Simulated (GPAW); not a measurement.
# Ce (Im-3m) in GPAW: notebook

Aim: see how the results for Ce move with the level of theory and the settings. Levels: r2SCAN, SCAN, TPSS. Tasks: band structure.

All numbers are computed with GPAW 26.7.0; they aren't measurements. Logs are shortened: lines on timing, memory, paths and dates and some standing lists are left out, and cuts for length are marked. The log counts tension as positive stress, the text compression.

## Step 1: Starting point

The structure is cubic, space group Im-3m (No. 229). The conventional cell has a = 3.887 Å, b = 3.887 Å, c = 3.887 Å, α = 90.00°, β = 90.00°, γ = 90.00°. Ce (site symmetry m-3m) has 8 Ce at 3.37 Å as nearest neighbours.

This isn't the form of Ce at room conditions, which is fcc.

## Step 2: Band structure, r2SCAN, collinear spin, ferromagnetic start

File run.py:

```python
from ase import Atoms
from ase.dft.bandgap import bandgap
from ase.io import write
from ase.units import GPa
from gpaw import GPAW, PW

atoms = Atoms(['Ce'],
              cell=[[-1.9432985503, 1.9432985503, 1.9432985503],
                    [1.9432985503, -1.9432985503, 1.9432985503],
                    [1.9432985503, 1.9432985503, -1.9432985503]],
              scaled_positions=[[0.0, 0.0, 0.0]],
              pbc=True)
atoms.set_initial_magnetic_moments([1.0])

calc = GPAW(mode=PW(800),
            xc='MGGA_X_R2SCAN+MGGA_C_R2SCAN',
            kpts={'size': (10, 10, 10), 'gamma': True},
            occupations={'name': 'fermi-dirac', 'width': 0.05},
            nbands=17,
            convergence={'density': 1e-05, 'energy': 1e-05},
            maxiter=150,
            txt='gpaw.txt')
atoms.calc = calc
energy = atoms.get_potential_energy()
forces = atoms.get_forces()
stress = atoms.get_stress()
calc.write('gs.gpw')
write('result.traj', atoms)
print(f'Energy: {energy:.6f} eV')
print('Forces (eV/A):')
print(forces.round(4))
print('Stress (GPa):', (stress / GPa).round(3))
print('Moments:', calc.get_magnetic_moments().round(3))
print('Fermi level:', round(calc.get_fermi_level(), 4), 'eV')
print(f'Gap: {bandgap(calc)[0]:.4f} eV, direct: {bandgap(calc, direct=True)[0]:.4f} eV')

path = atoms.cell.bandpath('GHNGPH,PN', npoints=80, eps=1e-4)
bs_calc = calc.fixed_density(kpts=path, symmetry='off', nbands=26,
                             convergence={'bands': 'CBM+6.0', 'eigenstates': 1e-6}, txt='bands.txt')
bs = bs_calc.band_structure()
bs.write('bs.json')
print(f'Gap on the path: {bandgap(bs_calc)[0]:.4f} eV')
```

Potentials or basis: GPAW PAW data sets (gpaw-data 1.2.1), pw.

Started as:

```
$ OMP_NUM_THREADS=1 python run.py
```

gpaw.txt:

```text
__  _  _
 | _ |_)|_||  |
 |__||  | ||/\| - 26.7.0

Input parameters:
  mode=PW(ecut=800.0),
  convergence={'density': 1e-05, 'energy': 1e-05},
  kpts=MonkhorstPack(size=(10, 10, 10), gamma=True),
  maxiter=150,
  nbands=17,
  occupations=Occupations(name='fermi-dirac', width=0.05),
  xc=XC(name='MGGA_X_R2SCAN+MGGA_C_R2SCAN')

Diagonalizing LCAO Hamiltonian
Converting LCAO to pw mode

       Ce

Atoms  # Å, Bohr magnetons
|   | symbol |        x |        y |        z |    initial magnetic moments |
|---|--------|----------|----------|----------|-----------------------------|
| 0 |     Ce | 0.000000 | 0.000000 | 0.000000 | ( 0.0000,  0.0000,  1.0000) |

Unit cell  # Å
| periodic |         x |         y |         z |  lengths |     angles |
|----------|-----------|-----------|-----------|----------|------------|
|      yes | -1.943299 |  1.943299 |  1.943299 | 3.365892 | 109.471221 |
|      yes |  1.943299 | -1.943299 |  1.943299 | 3.365892 | 109.471221 |
|      yes |  1.943299 |  1.943299 | -1.943299 | 3.365892 | 109.471221 |

Number of symmetries: 48
Symmetry operations  # r_c * U_cc + t_c -> r_c
|    | kind |            matrix            |
|----|------|------------------------------|
|  0 |  σ   |  1, 1, 1,  0, 0,-1,  0,-1, 0 |
|  1 |  C4  |  1, 1, 1,  0, 0,-1, -1, 0, 0 |
|  2 |  C2  |  1, 1, 1,  0,-1, 0,  0, 0,-1 |
|  3 |  S6  |  1, 1, 1,  0,-1, 0, -1, 0, 0 |
|  4 |  S6  |  1, 1, 1, -1, 0, 0,  0, 0,-1 |
|  5 |  C4  |  1, 1, 1, -1, 0, 0,  0,-1, 0 |
|  6 |  E   |  1, 0, 0,  0, 1, 0,  0, 0, 1 |
|  7 |  σ   |  1, 0, 0,  0, 1, 0, -1,-1,-1 |
|  8 |  σ   |  1, 0, 0,  0, 0, 1,  0, 1, 0 |
|  9 |  C3  |  1, 0, 0,  0, 0, 1, -1,-1,-1 |
| 10 |  C3  |  1, 0, 0, -1,-1,-1,  0, 1, 0 |
| 11 |  σ   |  1, 0, 0, -1,-1,-1,  0, 0, 1 |
| 12 |  σ   |  0, 1, 0,  1, 0, 0,  0, 0, 1 |
| 13 |  C2  |  0, 1, 0,  1, 0, 0, -1,-1,-1 |
| 14 |  C3  |  0, 1, 0,  0, 0, 1,  1, 0, 0 |
| 15 |  S4  |  0, 1, 0,  0, 0, 1, -1,-1,-1 |
| 16 |  S4  |  0, 1, 0, -1,-1,-1,  1, 0, 0 |
| 17 |  C3  |  0, 1, 0, -1,-1,-1,  0, 0, 1 |
| 18 |  C3  |  0, 0, 1,  1, 0, 0,  0, 1, 0 |
| 19 |  S4  |  0, 0, 1,  1, 0, 0, -1,-1,-1 |
| 20 |  σ   |  0, 0, 1,  0, 1, 0,  1, 0, 0 |
| 21 |  C3  |  0, 0, 1,  0, 1, 0, -1,-1,-1 |
| 22 |  C2  |  0, 0, 1, -1,-1,-1,  1, 0, 0 |
| 23 |  S4  |  0, 0, 1, -1,-1,-1,  0, 1, 0 |
| 24 |  C4  |  0, 0,-1,  1, 1, 1,  0,-1, 0 |
| 25 |  σ   |  0, 0,-1,  1, 1, 1, -1, 0, 0 |
| 26 |  S6  |  0, 0,-1,  0,-1, 0,  1, 1, 1 |
| 27 |  C2  |  0, 0,-1,  0,-1, 0, -1, 0, 0 |
| 28 |  C4  |  0, 0,-1, -1, 0, 0,  1, 1, 1 |
| 29 |  S6  |  0, 0,-1, -1, 0, 0,  0,-1, 0 |
| 30 |  S6  |  0,-1, 0,  1, 1, 1,  0, 0,-1 |
| 31 |  C4  |  0,-1, 0,  1, 1, 1, -1, 0, 0 |
| 32 |  C4  |  0,-1, 0,  0, 0,-1,  1, 1, 1 |
| 33 |  S6  |  0,-1, 0,  0, 0,-1, -1, 0, 0 |
| 34 |  σ   |  0,-1, 0, -1, 0, 0,  1, 1, 1 |
| 35 |  C2  |  0,-1, 0, -1, 0, 0,  0, 0,-1 |
| 36 |  C2  | -1, 0, 0,  1, 1, 1,  0, 0,-1 |
| 37 |  S6  | -1, 0, 0,  1, 1, 1,  0,-1, 0 |
| 38 |  S6  | -1, 0, 0,  0, 0,-1,  1, 1, 1 |
| 39 |  C2  | -1, 0, 0,  0, 0,-1,  0,-1, 0 |
| 40 |  C2  | -1, 0, 0,  0,-1, 0,  1, 1, 1 |
| 41 |  i   | -1, 0, 0,  0,-1, 0,  0, 0,-1 |
| 42 |  S4  | -1,-1,-1,  1, 0, 0,  0, 1, 0 |
| 43 |  C3  | -1,-1,-1,  1, 0, 0,  0, 0, 1 |
| 44 |  C3  | -1,-1,-1,  0, 1, 0,  1, 0, 0 |
| 45 |  σ   | -1,-1,-1,  0, 1, 0,  0, 0, 1 |
| 46 |  S4  | -1,-1,-1,  0, 0, 1,  1, 0, 0 |
| 47 |  C2  | -1,-1,-1,  0, 0, 1,  0, 1, 0 |

BZ-sampling:
  Number of BZ points: 1000
  Number of IBZ points: 47

  Monkhorst-Pack size: [10, 10, 10]
  Monkhorst-Pack shift: [0.05, 0.05, 0.05]

K-points  # in reciprocal-cell coordinates
|     |                                coordinates |     weight |
|-----|--------------------------------------------|------------|
|   0 | (  0.00000000,   0.00000000,   0.00000000) | 0.00100000 |
|   1 | (  0.10000000,   0.00000000,   0.00000000) | 0.01200000 |
|   2 | (  0.10000000,   0.10000000,  -0.10000000) | 0.00600000 |
|   3 | (  0.20000000,   0.00000000,  -0.10000000) | 0.02400000 |
|   4 | (  0.20000000,   0.00000000,   0.00000000) | 0.01200000 |
|   5 | (  0.20000000,   0.10000000,  -0.10000000) | 0.02400000 |
|   6 | (  0.20000000,   0.20000000,  -0.20000000) | 0.00600000 |
|   7 | (  0.30000000,  -0.10000000,  -0.10000000) | 0.00800000 |
|   8 | (  0.30000000,   0.00000000,  -0.10000000) | 0.04800000 |
|   9 | (  0.30000000,   0.00000000,   0.00000000) | 0.01200000 |
| ... |                                            |            |
|  46 | (  0.50000000,   0.50000000,   0.50000000) | 0.00100000 |

Plane wave coefficients: 1526
Cutoff: 800.0 eV

Spin-components: 2 (collinear spins)
Bands:           17
Projectors:      8
Spin-degeneracy: 1
Datatype:        complex128

Parallelization:
  kpt:    1
  domain: 1
  band:   1

Density:
  Valence electrons: 12.0
  Components: 2
  Grid points: [24 24 24]
  Charge: 0.0  # |e|

Potential:
  Grid points: [24 24 24]

species:
  Ce:
    name:    Cerium
    Z:       58.0
    valence: 12
    core:    46
    charge:  0.0  # [|e|]
    compensation charges:
      type: gauss
      rc: 0.35  # [Å]
      lmax: 2
    cutoffs:
      filter: 1.17  # [Å]
      core: 2.14  # [Å]
    projectors
    | kind |    occ | energy [eV] | rcut [Å] |
    |------|--------|-------------|----------|
    |   5s |  2.000 |     -40.589 |    1.164 |
    |   6s |  2.000 |      -3.745 |    1.164 |
    |   5p |  6.000 |     -23.225 |    1.164 |
    |   6p |  0.000 |      -1.348 |    1.164 |
    |   5d |  1.000 |      -3.058 |    1.164 |
    |   4f |  1.000 |      -5.376 |    1.164 |
    |    d |        |      24.153 |    1.164 |
    |    f |        |      21.835 |    1.164 |

    Using partial waves for Ce as LCAO basis

Reference energy: -241104.322665  # eV

eigensolver:
  PPCG
  Converge bands: occupied
  niter=2

density mixing:
  MSR1-Mixer
  Pratt-step length: 0.05
  Maximum mixing coefficient: 0.75
  Old densities: 10
  SVD Regularization: 0.005
  Good broyden scale: 1.0
  Trust region scale: 1.0
  Backstep threshold: 4.0
  History deletion threshold: 6.0
  Fourier metric: weight=20.0, sigma=0.015

occupation numbers:
  Fermi-Dirac:
    width: 0.0500  # eV

poisson solver:
  ecut: 6400.0  # eV

xc functional:
  name: MGGA_X_R2SCAN+MGGA_C_R2SCAN with 2 nearest neighbor stencil

convergence criteria:
- Maximum integral of absolute [dens]ity change: 1e-05 electrons / valence electron
- Maximum [total energy] change in last 3 cyles: 1e-05 eV / valence electron
- Maximum integral of absolute [eigenst]ate change: 4e-08 eV^2 / valence electron
maximum number of iterations: 150

SCF iterations
|iter     | |      energy | eigst |  dens |  magmom |
|---------|-|-------------|-------|-------|---------|
|iter:   1| |  -25.332516 | -0.97 |       |  +0.9992|
|iter:   2| |  -19.965402 | -1.39 | -0.47 |  +1.0703|
|iter:   3| |  -19.600301 | -1.14 | -0.67 |  +1.2042|
|iter:   4| |  -19.599292 | -2.38 | -1.18 |  +1.1620|
|iter:   5| |  -19.631012 | -2.52 | -1.60 |  +1.1942|
|iter:   6| |  -19.634261 | -3.64 | -1.94 |  +1.2233|
|iter:   7| |  -19.641682 | -2.87 | -1.98 |  +1.3692|
|iter:   8| |  -19.642249 | -2.84 | -2.28 |  +1.5320|
|iter:   9| |  -19.643327 | -3.26 | -2.34 |  +1.4677|
|iter:  10| |  -19.643999 | -4.44 | -2.52 |  +1.5155|
|iter:  11| |  -19.643985 | -4.84 | -3.12 |  +1.5095|
|iter:  12| |  -19.644052c| -5.89 | -3.25 |  +1.5182|
|iter:  13| |  -19.644045c| -5.89 | -3.63 |  +1.5192|
|iter:  14| |  -19.644053c| -6.77 | -4.07 |  +1.5211|
|iter:  15| |  -19.644051c| -6.58 | -4.26 |  +1.5213|
|iter:  16| |  -19.644053c| -7.79c| -4.59 |  +1.5215|
|iter:  17| |  -19.644052c| -8.44c| -4.95 |  +1.5215|
|iter:  18| |  -19.644052c| -8.46c| -5.39c|  +1.5213|

Converged in 18 steps
Energy contributions relative to reference atoms: (reference = -241104.322665)

Energy contributions:
  Kinetic:         -26.477509
  Coulomb:          27.596829
  Zero:             -0.143590
  External:          0.000000
  Xc:              -20.601032
  Entropy:          -0.037501
  Spinorbit:         0.000000
  ----------------------------
  Free energy:     -19.662802
  Extrapolated:    -19.644052

dipole moment: (-12.467115, -12.467115, -12.467115)  # |e|*Ang

Total magnetic moment: (0.000000, 0.000000, 1.521349)

Local magnetic moments
|        x |        y |        z |
|----------|----------|----------|
| 0.000000 | 0.000000 | 0.897974 |  # Ce   0

Fermi level: 12.244
Eigenvalues  # (at kpt = [0.000, 0.000, 0.000])
| band index |      eig [eV] | occ [0-1] |      eig [eV] | occ [0-1] |
|------------|---------------|-----------|---------------|-----------|
|          0 |       -24.074 |     1.000 |       -23.434 |     1.000 |
|          1 |        -5.113 |     1.000 |        -4.540 |     1.000 |
|          2 |        -5.113 |     1.000 |        -4.540 |     1.000 |
|          3 |        -5.113 |     1.000 |        -4.540 |     1.000 |
|          4 |         8.541 |     1.000 |         9.515 |     1.000 |
|          5 |        12.192 |     0.736 |        13.048 |     0.000 |
|          6 |        12.192 |     0.736 |        13.048 |     0.000 |
|          7 |        12.192 |     0.736 |        13.048 |     0.000 |
|          8 |        13.044 |     0.000 |        13.717 |     0.000 |
|          9 |        13.044 |     0.000 |        13.717 |     0.000 |
|         10 |        13.044 |     0.000 |        13.717 |     0.000 |
|         11 |        13.082 |     0.000 |        14.061 |     0.000 |
|         12 |        13.652 |     0.000 |        14.600 |     0.000 |
|         13 |        13.652 |     0.000 |        14.600 |     0.000 |
|        ... |               |           |               |           |
|         16 |        16.647 |     0.000 |        16.866 |     0.000 |

No gap
No difference between direct/indirect transitions

Forces  # eV/Ang
|       x |       y |       z |
|---------|---------|---------|
| 0.00000 | 0.00000 | 0.00000 |  # Ce   0

Stress tensor  # eV/Ang^3
|         x |         y |         z |
|-----------|-----------|-----------|
|  0.000523 | -0.000000 | -0.000000 |
| -0.000000 |  0.000523 | -0.000000 |
| -0.000000 | -0.000000 |  0.000523 |

# Writing to gs.gpw (mode='')
```

Wall time 6 min (1 thread of Intel Xeon Platinum 8375C at 2.90GHz (Ice Lake), shared host); peak memory 1.1 GiB.

What came out:

* Free energy: -19.6628 eV
* Pressure: -0.1 GPa
* Band gap along the path: none (metal or under the smearing width)
* Net moment: 1.52 μB per cell
* Site moments: Ce +0.90 μB

Levels at the corners of the path, in eV from the Fermi level:
Spin up:
| point | band 4 | band 5 | band 6 | band 7 | band 8 | band 9 | band 10 | band 11 |
| --- | --- | --- | --- | --- | --- | --- | --- | --- |
| Γ | -17.36 | -3.70 | -0.05 | -0.05 | -0.05 | 0.80 | 0.80 | 0.80 |
| H | -18.88 | -3.04 | -3.04 | 0.00 | 0.44 | 0.44 | 0.44 | 0.81 |
| N | -17.40 | -2.68 | -0.83 | 0.00 | 0.22 | 0.29 | 0.60 | 0.71 |
| Γ | -17.36 | -3.70 | -0.05 | -0.05 | -0.05 | 0.80 | 0.80 | 0.80 |
| P | -18.60 | 0.19 | 0.19 | 0.19 | 0.26 | 0.57 | 0.57 | 0.57 |
| H | -18.88 | -3.04 | -3.04 | 0.00 | 0.44 | 0.44 | 0.44 | 0.81 |
| P | -18.60 | 0.19 | 0.19 | 0.19 | 0.26 | 0.57 | 0.57 | 0.57 |
| N | -17.40 | -2.68 | -0.83 | 0.00 | 0.22 | 0.29 | 0.60 | 0.71 |
Spin down:
| point | band 1 | band 2 | band 3 | band 4 | band 5 | band 6 | band 7 | band 8 | band 9 | band 10 |
| --- | --- | --- | --- | --- | --- | --- | --- | --- | --- | --- |
| Γ | -35.68 | -16.78 | -16.78 | -16.78 | -2.73 | 0.80 | 0.80 | 0.80 | 1.47 | 1.47 |
| H | -34.99 | -18.22 | -18.22 | -18.22 | -2.48 | -2.48 | 1.00 | 1.09 | 1.09 | 1.09 |
| N | -35.26 | -19.00 | -17.44 | -16.84 | -1.84 | 0.16 | 0.79 | 0.93 | 1.17 | 1.45 |
| Γ | -35.68 | -16.78 | -16.78 | -16.78 | -2.73 | 0.80 | 0.80 | 0.80 | 1.47 | 1.47 |
| P | -35.22 | -17.99 | -17.99 | -17.99 | 1.00 | 1.00 | 1.00 | 1.25 | 1.41 | 1.41 |
| H | -34.99 | -18.22 | -18.22 | -18.22 | -2.48 | -2.48 | 1.00 | 1.09 | 1.09 | 1.09 |
| P | -35.22 | -17.99 | -17.99 | -17.99 | 1.00 | 1.00 | 1.00 | 1.25 | 1.41 | 1.41 |
| N | -35.26 | -19.00 | -17.44 | -16.84 | -1.84 | 0.16 | 0.79 | 0.93 | 1.17 | 1.45 |

Caveat: one-centre terms of the f shell are cut off; the magnetic or orbital state may not be the lowest; the PAW data sets were made with another functional, which shifts forces and pressure a little; spin-orbit coupling is left out, which moves the levels of the heavy elements. The state reached can hang on the start; a lower one may exist.

(Part 1 of 2 ends here.)
